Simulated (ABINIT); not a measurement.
The system is MoS2.

```xyz
3
Lattice="3.2275 0.0000 0.0000 -1.6137 2.7951 0.0000 0.0000 0.0000 6.3125" Properties=species:S:1:pos:R:3 pbc="T T T"
Mo    0.0000    0.0000    3.1562
S     1.6137    0.9317    4.7008
S     0.0000    1.8634    1.6117
```

Measurements of this composition are mostly on another form, of space group No. 194.

Base run:

```yaml
Program: ABINIT 10.8.3 (patched build)
Functional: PBEsol
Potentials_or_basis: JTH PAW PBE v2.0
Cutoff: 544 eV
k_mesh: 7 × 7 × 3
Occupations: fermi-dirac, width 0.05 eV
Spin: no spin polarisation
```

Its results: band gap on the k mesh none (metal or under the smearing width); pressure -3.1 GPa; largest force 0.026 eV/Å.

Problem. The run is repeated on the same cell with these changes: functional from PBEsol to PBE. What comes out?

Solution. Band gap on the k mesh none (metal or under the smearing width); pressure 1.3 GPa; largest force 0.268 eV/Å.

PBE binds less tightly than PBEsol, so the same cell stands under more pressure.

Caveats: this functional lacks dispersion, which binds the layers, so the pressure and a relaxed spacing across them are unreliable; the PAW data sets were made with another functional, which shifts forces and pressure a little (some runs).
